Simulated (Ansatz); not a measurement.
Crystal: Ge.

```
Ge
1.0
     1.39715   -2.60052    0.00000
     1.39715    2.60052    0.00000
     0.00000    0.00000    2.69823
Ge
1
Direct
  0.50000 0.50000 0.00000
```

This isn't the form of Ge at room conditions, which is diamond.

| Property | Result |
| --- | --- |
| Program | Ansatz 0.2.0 |
| Task | relaxation of cell and atoms |
| Functional | PBE0 |
| Potentials or basis | Ansatz PAW |
| Cutoff | 420 eV (not typed: the program's choice for these potentials) |
| k mesh | 6 × 6 × 5 |
| Occupations | fermi-dirac, width 0.05 eV |
| Spin | no spin polarisation |

At the start: volume 19.61 Å³/atom.

**Question.** Where does the relaxation end?

**Answer.** It ends after 5 steps and the volume is 19.18 Å³/atom (-2.2 %); space group P6/mmm (No. 191, to 0.05 Å).

The path:
```csv
step,energy change (eV),largest force (eV/Å),volume (Å³)
1,0.0000,0.0000,19.61
2,-0.0453,0.0000,19.25
3,-0.0456,0.0000,19.20
4,-0.0456,0.0000,19.18
5,-0.0455,0.0000,19.18
```

Final structure:
```
Ge
1.0
     1.42333   -2.46574    0.00000
     1.42333    2.46574    0.00000
     0.00000    0.00000    2.73315
Ge
1
Direct
  0.50000 0.50000 0.00000
```

Caveat: the k mesh is coarse (spacing up to 0.47 Å⁻¹), so the values aren't converged, least of all with exact exchange; the plane-wave basis is chosen anew once the cell has moved, so the energies of steps on either side of that aren't comparable; the PAW data sets come from PBE, with cores solved anew for the run's functional, which leaves a small shift of forces and pressure.
